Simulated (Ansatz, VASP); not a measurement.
One calculation of PbS, two programs

The input INCAR:

```
SYSTEM = PbS
PREC = Accurate ; ENCUT = 520
EDIFF = 1E-6 ; ISMEAR = 0
SIGMA = 0.1 ; LREAL = .FALSE.
LASPH = .TRUE. ; NELM = 100
ALGO = Normal ; ISIF = 2
LWAVE = .FALSE. ; LCHARG = .FALSE.
GGA = PE ; NBANDS = 17
```

File KPOINTS:

```
Automatic mesh
0
G
  12 12 12
  0 0 0
```

File POSCAR:

```
PbS
1.0
    3.9388696360      0.0000000000      0.0000000000
   -1.9694348180      3.4111611670      0.0000000000
    0.0000000000      0.0000000000      3.8757494210
Pb S
1 1
Direct
    0.0000000000      0.0000000000      0.0000000000
    0.6666666700      0.3333333300      0.5000000000
```

Input for Ansatz:

```yaml
crystal:
  lattice:
    - [3.938869636, 0.0, 0.0]
    - [-1.969434818, 3.411161167, 0.0]
    - [0.0, 0.0, 3.875749421]
  atoms:
    - { symbol: Pb, position: [0.0, 0.0, 0.0] }
    - { symbol: S, position: [0.66666667, 0.33333333, 0.5] }
basis:
  ecutwfc: 420
kpoints:
  mp_grid: { grid: [12, 12, 12] }
hamiltonian:
  xc: pbe
scf:
  occupations: { method: gaussian, width: 0.1 }
output:
  forces: true
  stress: true
  eigenvalues: true
```

Alike in both runs: task single point; functional PBE; k mesh 12 × 12 × 12; occupations gaussian, width 0.1 eV; no spin polarisation.

```csv
,VASP,Ansatz
version,VASP 6.6.1,Ansatz 0.2.0
potentials or method,"VASP PAW PBE potentials, release 64 (Pb_d, S)","scalar-relativistic, plane waves, PAW"
plane-wave cutoff (eV),520,420
valence electrons in the cell,20,20
```

|  | VASP | Ansatz | Ansatz less VASP |
| --- | --- | --- | --- |
| gap on the k mesh at the Fermi level (eV) | none | none | - |
| pressure (GPa) | 1.8 | 1.9 | +0.08 |
| largest component of the traceless stress (GPa) | 2.11 | 2.10 | -0.011 |

A gap of «none» marks a metal or a gap that the smearing closes. The functional is the same, so the differences come from potentials, cutoffs and numerics.

Spin-orbit coupling is left out, which matters for the levels of Pb.
